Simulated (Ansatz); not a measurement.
Set up this calculation in Ansatz 0.2.0, as the native input.

| Property | Result |
| --- | --- |
| Task | single point |
| Functional | PBE |
| Potentials or basis | Ansatz PAW |
| Cutoff | 420 eV (not typed: the program's choice for these potentials) |
| k mesh | 12 × 12 × 12 |
| Occupations | gaussian, width 0.022 eV |
| Spin | no spin polarisation |

Crystal: Zn.

```
CELL_PARAMETERS angstrom
-1.56904 1.56904 1.56904
1.56904 -1.56904 1.56904
1.56904 1.56904 -1.56904
ATOMIC_POSITIONS crystal
Zn 0.00000 0.00000 0.00000
```

This isn't the form of Zn at room conditions, which is hcp.

One way to write it, as run:

input.yaml

```yaml
crystal:
  lattice:
    - [-1.569037, 1.569037, 1.569037]
    - [1.569037, -1.569037, 1.569037]
    - [1.569037, 1.569037, -1.569037]
  atoms:
    - { symbol: Zn, position: [0.0, 0.0, 0.0] }
hamiltonian:
  xc: pbe
  pseudopotentials: { kind: paw }
kpoints:
  mp_grid: { grid: [12, 12, 12] }
scf:
  occupations: { method: gaussian, width: 0.022 }
output:
  forces: true
  stress: true
  eigenvalues: true
  write_density: true
  write_potential: true
  elf: true
  volumetric_format: npy
```

Potentials or basis: Ansatz PAW.

Run with:

```sh
$ ansatz run input.yaml --threads 2 --pin off --max-ram 5632MiB --backend cpu --events-out ev --progress --plain --runs-dir out
```

Results of the run:

The pressure is -0.2 GPa and the band gap on the k mesh is none (metal or under the smearing width).

Run time: 0.55 s on 2 threads of Arm Neoverse V2, with other jobs on the host, peak memory 0.26 GiB.
